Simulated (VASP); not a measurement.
Input of a VASP 6.6.1 run:

INCAR

```
  PREC = Accurate
  ENCUT = 600
  EDIFF = 1E-7
  ISMEAR = 0
  SIGMA = 0.1
  LREAL = False
  LASPH = True
  NELM = 100
  ALGO = Normal
  ISIF = 3
  LWAVE = False
  LCHARG = False
  ISPIN = 2
  MAGMOM = 1
  LORBIT = 11
  LMAXMIX = 4
  METAGGA = R2SCAN
  LMIXTAU = True
  IBRION = 2
  NSW = 90
  EDIFFG = -0.005
```

Contents of KPOINTS:

```
Automatic mesh
0
Gamma
  20 20 20
```

File POSCAR:

```
Ni
1.0
    0.0000000000      1.7756500000      1.7756500000
    1.7756500000      0.0000000000      1.7756500000
    1.7756500000      1.7756500000      0.0000000000
Ni
1
Direct
    0.0000000000      0.0000000000      0.0000000000
```

Potentials or basis: VASP PAW PBE potentials, release 64 (Ni).

Command:

```console
$ cat potpaw_PBE.64/Ni/POTCAR > POTCAR
$ mpirun -np 1 vasp_std > vasp.out
```

What does it give for the space group after relaxing (to 0.05 Å)?

Fm-3m (No. 225).

What does it give for the net moment?

0.72 μB per cell.

Estimate the band gap on the k mesh.

none (metal or under the smearing width).

Final structure:
```xyz
1
Lattice="0.0000 1.7396 1.7396 1.7396 0.0000 1.7396 1.7396 1.7396 0.0000" Properties=species:S:1:pos:R:3 pbc="T T T"
Ni    0.0000    0.0000    0.0000
```
